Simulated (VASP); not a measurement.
# K (Fm-3m) in VASP: further runs

Runs on K. Level: PBEsol. Tasks: single point, relaxation of cell and atoms.

Everything below comes from runs of VASP 6.6.1. Logs are shortened: lines on timing, memory, paths and dates and some standing lists are left out, and cuts for length are marked.

## Step 1: The structure

Symmetry: Fm-3m, No. 225, cubic system. Conventional cell: a = 6.579 Å, b = 6.579 Å, c = 6.579 Å, α = 90.00°, β = 90.00°, γ = 90.00°.

This isn't the form of K at room conditions, which is bcc.

## Step 2: Single point, PBEsol (clean slab, lower half held)

File INCAR:

```
  ALGO = Fast
  DIPOL = 0.5 0.5 0.500
  EDIFF = 1E-6
  ENCUT = 520
  GGA = PS
  IDIPOL = 3
  ISIF = 2
  ISMEAR = 0
  LASPH = T
  LCHARG = F
  LDIPOL = T
  LREAL = F
  LWAVE = F
  NBANDS = 16
  NELM = 100
  PREC = Accurate
  SIGMA = 0.1
```

File KPOINTS:

```
k-points
0
Gamma
  6 6 1
```

File POSCAR:

```
K
1.0
    4.6522427089      0.0000000000      0.0000000000
   -2.3261213545      4.0289603705      0.0000000000
    0.0000000000      0.0000000000     20.7985402655
K
2
Direct
    0.6666666667      0.3333333333      0.4086825273
    0.3333333333      0.6666666667      0.5913174727
```

Potentials or basis: VASP PAW PBE potentials, release 64 (K_sv).

Command:

```bash
$ cat potpaw_PBE.64/K_sv/POTCAR > POTCAR
$ mpirun -np 1 vasp_std > vasp.out
```

OUTCAR:

```text
EDIFF = 1E-6
   ENCUT = 520
   GGA = PS
   ISIF = 2
   ISMEAR = 0
   LASPH = T
   LREAL = F
   NELM = 100
   PREC = Accurate

 ion  position               nearest neighbor table
   1  0.667  0.333  0.409-
   2  0.333  0.667  0.591-

  LATTYP: Found a hexagonal cell.
 ALAT       =     4.6522427089
 C/A-ratio  =     4.4706481512

  Lattice vectors:

 A1 = (   4.6522427089,   0.0000000000,   0.0000000000)
 A2 = (  -2.3261213545,   4.0289603705,   0.0000000000)
 A3 = (   0.0000000000,   0.0000000000,  20.7985402655)

Analysis of symmetry for initial positions (statically):
=====================================================================
 Subroutine PRICEL returns:
 Original cell was already a primitive cell.

 Routine SETGRP: Setting up the symmetry group for a
 hexagonal supercell.

 Subroutine GETGRP returns: Found 12 space group operations
 (whereof 12 operations were pure point group operations)
 out of a pool of 24 trial point group operations.

The static configuration has the point symmetry D_3d.

Analysis of symmetry for dynamics (positions and initial velocities):
=====================================================================
 Subroutine PRICEL returns:
 Original cell was already a primitive cell.

 Routine SETGRP: Setting up the symmetry group for a
 hexagonal supercell.

 Subroutine GETGRP returns: Found 12 space group operations
 (whereof 12 operations were pure point group operations)
 out of a pool of 24 trial point group operations.

The dynamic configuration has the point symmetry D_3d.

 Subroutine INISYM returns: Found 12 space group operations
 (whereof 12 operations are pure point group operations),
 and found     1 'primitive' translations

----------------------------------------------------------------------------------------

                                     Primitive cell

  volume of cell :     389.8416

  direct lattice vectors                    reciprocal lattice vectors
     4.652242709  0.000000000  0.000000000     0.214950092  0.124101494  0.000000000
    -2.326121355  4.028960371  0.000000000     0.000000000  0.248202987  0.000000000
     0.000000000  0.000000000 20.798540266     0.000000000  0.000000000  0.048080297

  length of vectors
     4.652242709  4.652242709 20.798540266     0.248202987  0.248202987  0.048080297

  position of ions in fractional coordinates (direct lattice)
[... 66 lines left out ...]
   NFREE  =      0    steps in history (QN), initial steepest desc. (CG)
   ISIF   =      2    stress and relaxation
   ISYM   =      2    0-nonsym 1-usesym 2-fastsym
   POTIM  = 0.5000    time-step for ionic-motion
   TEBEG  =    0.0;   TEEND  =   0.0 temperature during run
   PSTRESS=    0.0 pullay stress
   NELECT =      18.0000    total number of electrons
   NUPDOWN=      -1.0000    fix difference up-down
   EMIN   =  10.00;   EMAX   =-10.00  energy-range for DOS
   EFERMI =   0.00;   METHOD = LEGACY
   ISMEAR =     0;   SIGMA  =   0.10  broadening in eV -4-tet -1-fermi 0-gaus
   EFERMI_NEDOS =   21; number of points for ismear=-14 and -15
   IALGO  =     68    algorithm
   IMIX   =      4    mixing-type and parameters
     AMIX     =   0.40;   BMIX     =  1.00
     AMIX_MAG =   1.60;   BMIX_MAG =  1.00
  volume/ion in A,a.u.               =     194.92      1315.39
  Fermi-wavevector in a.u.,A,eV,Ry     =   0.587313  1.109861  4.693146  0.344937
  Thomas-Fermi vector in A             =   1.634138
   LORBIT       =      0    0 simple, 1 ext, 2 COOP (PROOUT), +10 PAW based schemes
   GGA     = PS    functional components
   LHFCALC =     F    Hartree Fock is set to
   AEXX    =    0.0000 exact exchange contribution
   IVDW    =     0    specifies the selected vdW correction
   LEPSILON=     F    determine dielectric tensor
   LRPA    =     F    only Hartree local field effects (RPA)
 non-spin polarized calculation
 RMM-DIIS sequential band-by-band and
 Gauss-broadening in eV      SIGMA  =   0.10
  energy-cutoff  :      520.00
  volume of cell :      389.84
 maximum number of plane-waves:     10539
 NGX is ok and might be reduce to    36

 number of electron      17.9999998 magnetization

 dipolmoment           0.000000      0.000000     -0.000000 electrons x Angstroem

 Free energy of the ion-electron system (eV)
  ---------------------------------------------------
  ext. energy  EPLUGINS =         0.00000000
  ---------------------------------------------------
  free energy    TOTEN  =        -1.95348382 eV

  energy without entropy =       -1.92580975  energy(sigma->0) =       -1.93964678

 E-fermi :  -1.4917     XC(G=0):  -2.7670

 val. band max:       -1.4942218442   @ k =   0.3333   0.1667   0.0000
 cond. band min:      -1.2585912170   @ k =   0.3333  -0.0000   0.0000
 fundamental gap:      0.2356306272
 Fermi energy:        -1.4916817127

 k-point     1 :       0.0000    0.0000    0.0000
  band No.  band energies     occupation
      1     -33.6621      2.00000
      2     -33.6599      2.00000
      3     -17.2357      2.00000
      4     -17.1989      2.00000
      5     -17.1707      2.00000
      6     -17.1707      2.00000
[... 110 lines left out ...]
      3     -17.2188      2.00000
      4     -17.2188      2.00000
      5     -17.2132      2.00000
      6     -17.2024      2.00000
[... 8 lines left out ...]
     15       1.0291      0.00000
     16       1.7127      0.00000

------------------------ aborting loop because EDIFF is reached ----------------------------------------

 vacuum level on the upper side and lower side of the slab       (xc-potential included)        -0.257        -0.257

  FORCE on cell =-STRESS in cart. coord.  units (eV):
  Direction    XX          YY          ZZ          XY          YZ          ZX
  --------------------------------------------------------------------------------------
  -------------------------------------------------------------------------------------
  Total       -0.0818955     -0.0818955     -0.0849926      0.0000000     -0.0000000      0.0000000
  in kB       -0.3365755     -0.3365755     -0.3493040      0.0000000     -0.0000000      0.0000000
  external PRESSURE =      -0.3408184 kB  Pullay stress =       0.0000000 kB

 VOLUME and BASIS-vectors are now :
 -----------------------------------------------------------------------------
  energy-cutoff  :      520.00
  volume of cell :      389.84
      direct lattice vectors                 reciprocal lattice vectors
     4.652242709  0.000000000  0.000000000     0.214950092  0.124101494  0.000000000
    -2.326121355  4.028960371  0.000000000     0.000000000  0.248202987  0.000000000
     0.000000000  0.000000000 20.798540266     0.000000000  0.000000000  0.048080297

 POSITION                                       TOTAL-FORCE (eV/Angst)
 -----------------------------------------------------------------------------------
      2.32612      1.34299      8.50000         0.000000     -0.000000      0.021783
     -0.00000      2.68597     12.29854        -0.000000      0.000000     -0.021783
 -----------------------------------------------------------------------------------
    total drift:                               -0.000000      0.000000      0.000000

  FREE ENERGIE OF THE ION-ELECTRON SYSTEM (eV)
  ---------------------------------------------------
  free  energy   TOTEN  =        -1.9534838152 eV

  energy  without entropy=       -1.9258097485  energy(sigma->0) =       -1.93964678

 vacuum level on the upper side and lower side of the slab         0.655         0.655
```

stdout:

```text
POSCAR found type information on POSCAR K
 POSCAR found :  1 types and       2 ions
 scaLAPACK will be used
 -----------------------------------------------------------------------------
|                                                                             |
|                                                                             |
|     You enforced a specific xc type in the INCAR file but a different       |
|     I HOPE YOU KNOW WHAT YOU ARE DOING!                                     |
|                                                                             |
 -----------------------------------------------------------------------------

 LDA part: xc-table for (Slater+PW92), standard interpolation
 POSCAR, INCAR and KPOINTS ok, starting setup
 FFT: planning ... GRIDC
 FFT: planning ... GRID_SOFT
 FFT: planning ... GRID
 WAVECAR not read
 entering main loop
```

Run time: 57 s. Hardware: 1 thread of Intel Xeon Platinum 8488C (Sapphire Rapids), shared host; peak memory 0.45 GiB.

Results:

* Free energy: -1.9535 eV
* Largest force: 0.022 eV/Å
* Band gap on the k mesh: none (metal or under the smearing width)

Forces in eV/Å, atoms in the order of the input:
```
K    0.000  0.000  0.022
K    0.000  0.000 -0.022
```

Caveat: the PAW data sets were made with another functional, which shifts forces and pressure a little.

## Step 3: Single point, PBEsol

This run uses another cell than the first one: it holds 1 atom, not 2.

File INCAR:

```
SYSTEM = K
PREC = Accurate
ENCUT = 520
EDIFF = 1E-7
ISMEAR = 0
SIGMA = 0.1
LREAL = .FALSE.
LASPH = .TRUE.
NELM = 100
ALGO = Fast
ISIF = 2
LWAVE = .FALSE.
LCHARG = .TRUE.
GGA = PS
LELF = .TRUE.
LVHAR = .TRUE.
NBANDS = 10
```

File KPOINTS:

```
regular mesh
0
G
  12 12 12
  0 0 0
```

File POSCAR:

```
K
1.0
    0.0000000000      3.2896323672      3.2896323672
    3.2896323672      0.0000000000      3.2896323672
    3.2896323672      3.2896323672      0.0000000000
K
1
Direct
    0.0000000000      0.0000000000      0.0000000000
```

Potentials or basis: VASP PAW PBE potentials, release 64 (K_sv).

Command:

```bash
$ cat potpaw_PBE.64/K_sv/POTCAR > POTCAR
$ mpirun -np 1 vasp_std > vasp.out
```

Run time: 30 s. Hardware: 1 thread of Intel Xeon Platinum 8488C (Sapphire Rapids), shared host; peak memory 0.22 GiB.

The run converged. Its results:

* Free energy: -1.1362 eV
* Pressure: 0.0 GPa
* Band gap on the k mesh: none (metal or under the smearing width)

Levels at points of the mesh, in eV from the Fermi level:
```tsv
k point	band 3	band 4	band 5	band 6	band 7	band 8
(0.00, 0.00, 0.00)	-15.46	-15.46	-2.19	4.26	4.26	4.26
(0.50, 0.00, 0.00)	-15.47	-15.47	0.34	0.58	4.04	4.04
(0.50, 0.50, 0.00)	-15.49	-15.49	0.92	1.43	2.35	5.05
```

Caveat: the PAW data sets were made with another functional, which shifts forces and pressure a little.

## Step 4: Relaxation of cell and atoms, PBEsol

This run uses another cell than the first one, of 78.05 Å³/atom, 1.096 times its volume.

File INCAR:

```
  PREC = Accurate
  ENCUT = 600
  EDIFF = 1E-6
  ISMEAR = 0
  SIGMA = 0.1
  LREAL = F
  LASPH = T
  NELM = 100
  ALGO = Normal
  ISIF = 3
  LWAVE = F
  LCHARG = F
  GGA = PS
  IBRION = 2
  NSW = 100
  EDIFFG = -0.005
```

File KPOINTS:

```
Automatic mesh
0
Gamma
  12 12 12
```

File POSCAR:

```
K
1.0
    0.0000000000      3.3918728180      3.3918728180
    3.3918728180      0.0000000000      3.3918728180
    3.3918728180      3.3918728180      0.0000000000
K
1
Direct
    0.0000000000      0.0000000000      0.0000000000
```

Potentials or basis: VASP PAW PBE potentials, release 64 (K_sv).

Command:

```bash
$ cat potpaw_PBE.64/K_sv/POTCAR > POTCAR
$ mpirun -np 1 vasp_std > vasp.out
```

OUTCAR:

```text
PREC = Accurate
   ENCUT = 600
   EDIFF = 1E-6
   ISMEAR = 0
   LREAL = F
   LASPH = T
   NELM = 100
   ISIF = 3
   GGA = PS
   IBRION = 2
   NSW = 100
   EDIFFG = -0.005

 ion  position               nearest neighbor table
   1  0.000  0.000  0.000-

  LATTYP: Found a face centered cubic cell.
 ALAT       =     6.7837456360

  Lattice vectors:

 A1 = (   0.0000000000,   3.3918728180,   3.3918728180)
 A2 = (   3.3918728180,   0.0000000000,   3.3918728180)
 A3 = (   3.3918728180,   3.3918728180,   0.0000000000)

Analysis of symmetry for initial positions (statically):
=====================================================================
 Subroutine PRICEL returns:
 Original cell was already a primitive cell.

 Routine SETGRP: Setting up the symmetry group for a
 face centered cubic supercell.

 Subroutine GETGRP returns: Found 48 space group operations
 (whereof 48 operations were pure point group operations)
 out of a pool of 48 trial point group operations.

The static configuration has the point symmetry O_h .

Analysis of symmetry for dynamics (positions and initial velocities):
=====================================================================
 Subroutine PRICEL returns:
 Original cell was already a primitive cell.

 Routine SETGRP: Setting up the symmetry group for a
 face centered cubic supercell.

 Subroutine GETGRP returns: Found 48 space group operations
 (whereof 48 operations were pure point group operations)
 out of a pool of 48 trial point group operations.

The dynamic configuration has the point symmetry O_h .

 Subroutine INISYM returns: Found 48 space group operations
 (whereof 48 operations are pure point group operations),
 and found     1 'primitive' translations

----------------------------------------------------------------------------------------

                                     Primitive cell

  volume of cell :      78.0456
[... 114 lines left out ...]
   AEXX    =    0.0000 exact exchange contribution
   IVDW    =     0    specifies the selected vdW correction
   LEPSILON=     F    determine dielectric tensor
   LRPA    =     F    only Hartree local field effects (RPA)
 conjugate gradient relaxation of ions
 non-spin polarized calculation
 Gauss-broadening in eV      SIGMA  =   0.10
  energy-cutoff  :      600.00
  volume of cell :       78.05
 maximum number of plane-waves:      2661
 NGX is ok and might be reduce to    40

--------------------------------------- Ionic step        1  -------------------------------------------

 number of electron       9.0000000 magnetization

 Free energy of the ion-electron system (eV)
  ---------------------------------------------------
  ext. energy  EPLUGINS =         0.00000000
  ---------------------------------------------------
  free energy    TOTEN  =        -1.12957114 eV

  energy without entropy =       -1.12568263  energy(sigma->0) =       -1.12762689

------------------------ aborting loop because EDIFF is reached ----------------------------------------

  FORCE on cell =-STRESS in cart. coord.  units (eV):
  Direction    XX          YY          ZZ          XY          YZ          ZX
  --------------------------------------------------------------------------------------
  -------------------------------------------------------------------------------------
  Total       -0.1419209     -0.1419209     -0.1419209      0.0000000      0.0000000      0.0000000
  in kB       -2.9134538     -2.9134538     -2.9134538      0.0000000      0.0000000      0.0000000
  external PRESSURE =      -2.9134538 kB  Pullay stress =       0.0000000 kB
[... 92 lines left out ...]
--------------------------------------- Ionic step        4  -------------------------------------------

 number of electron       9.0000000 magnetization

 E-fermi :   0.0255     XC(G=0):  -5.9392

 val. band max:       -0.0309794260   @ k =   0.5000   0.2500   0.0833
 cond. band min:       0.0453243634   @ k =  -0.4167   0.0833   0.0000
 fundamental gap:      0.0763037894
 Fermi energy:         0.0255296318

 k-point     1 :       0.0000    0.0000    0.0000
  band No.  band energies     occupation
      1     -31.8856      2.00000
      2     -15.3891      2.00000
      3     -15.3891      2.00000
      4     -15.3891      2.00000
      5      -2.2524      2.00000
      6       4.3455      0.00000
      7       4.3455      0.00000
      8       4.3455      0.00000
[... 287 lines left out ...]
--------------------------------------- Ionic step        5  -------------------------------------------

 number of electron       9.0000000 magnetization

 Free energy of the ion-electron system (eV)
  ---------------------------------------------------
  ext. energy  EPLUGINS =         0.00000000
  ---------------------------------------------------
  free energy    TOTEN  =        -1.13632501 eV

  energy without entropy =       -1.13257531  energy(sigma->0) =       -1.13445016

 E-fermi :  -0.1146     XC(G=0):  -5.7798

 val. band max:       -0.1713176292   @ k =   0.5000   0.2500   0.0833
 cond. band min:      -0.0955149254   @ k =  -0.4167   0.0833   0.0000
 fundamental gap:      0.0758027038
 Fermi energy:        -0.1145620170

 k-point     1 :       0.0000    0.0000    0.0000
  band No.  band energies     occupation
      1     -32.0631      2.00000
      2     -15.5718      2.00000
      3     -15.5718      2.00000
      4     -15.5718      2.00000
      5      -2.3026      2.00000
      6       4.1488      0.00000
      7       4.1488      0.00000
      8       4.1488      0.00000
[... 281 lines left out ...]
  FREE ENERGIE OF THE ION-ELECTRON SYSTEM (eV)
  ---------------------------------------------------
  free  energy   TOTEN  =        -1.1363250071 eV

  energy  without entropy=       -1.1325753069  energy(sigma->0) =       -1.13445016

 reached required accuracy - stopping structural energy minimisation
```

CONTCAR:

```text
K
   1.00000000000000
     0.0000000000000000    3.2887284888138626    3.2887284888138626
     3.2887284888138626    0.0000000000000000    3.2887284888138626
     3.2887284888138626    3.2887284888138626    0.0000000000000000
  K
     1
Direct
     0.0000000000000000    0.0000000000000000    0.0000000000000000

  0.00000000E+00  0.00000000E+00  0.00000000E+00
```

It took 2.3 min on 1 thread of Intel Xeon Platinum 8488C (Sapphire Rapids), shared host; peak memory 0.27 GiB.

What came out:

```yaml
Free_energy: -1.1363 eV
Relaxed_volume: 71.14 Å³/atom
Relaxed_cell: a = 4.651 Å, b = 4.651 Å, c = 4.651 Å, α = 60.00°, β = 60.00°, γ = 60.00°
Space_group_after_relaxing_to_0.05_Å: Fm-3m (No. 225)
Energy_gained_by_relaxing: 6.8 meV/atom
Ionic_steps: 5
Pressure_after_relaxing: 0.0 GPa
Band_gap_on_the_k_mesh: none (metal or under the smearing width)
```

Step by step:
```csv
step,energy change (eV),largest force (eV/Å),pressure (GPa),volume (Å³)
1,0.0000,0.0000,-0.29,78.05
2,-0.0026,0.0000,-0.23,76.45
3,-0.0061,0.0000,-0.10,73.16
4,-0.0035,0.0000,0.25,66.87
5,-0.0068,0.0000,0.00,71.14
```

Final structure:
```yaml
crystal:
  lattice:
    - [0.00000, 3.28873, 3.28873]
    - [3.28873, 0.00000, 3.28873]
    - [3.28873, 3.28873, 0.00000]
  atoms:
    - { symbol: K, position: [0.00000, 0.00000, 0.00000] }
```

Levels at points of the mesh, in eV from the Fermi level:
```
           k point  band 2  band 3  band 4  band 5  band 6  band 7  band 8
(0.00, 0.00, 0.00)  -15.46  -15.46  -15.46   -2.19    4.26    4.26    4.26
(0.50, 0.00, 0.00)  -15.53  -15.47  -15.47    0.34    0.58    4.04    4.04
(0.50, 0.50, 0.00)  -15.53  -15.49  -15.49    0.92    1.43    2.35    5.05
```

Caveat: the PAW data sets were made with another functional, which shifts forces and pressure a little.

## Step 5: The runs side by side

| task | cell | k mesh | cutoff (eV) | dipole correction | gap on the mesh (eV) | pressure (GPa) |
| --- | --- | --- | --- | --- | --- | --- |
| single point | clean slab, lower half held | 6 × 6 × 1 | 520 | yes | none | - |
| single point | Fm-3m, 71.2 Å³/atom | 12 × 12 × 12 | 520 | no | none | 0.0 |
| relaxation of cell and atoms | relaxed | 12 × 12 × 12 | 600 | no | none | 0.0 |

Alike in all rows: level PBEsol; potentials or basis VASP PAW PBE potentials, release 64 (K_sv); no spin polarisation; smearing gaussian 0.1 eV.

Caveats: the PAW data sets were made with another functional, which shifts forces and pressure a little.

Total energies depend on the potentials used, so only differences within one code and one set of settings carry meaning.
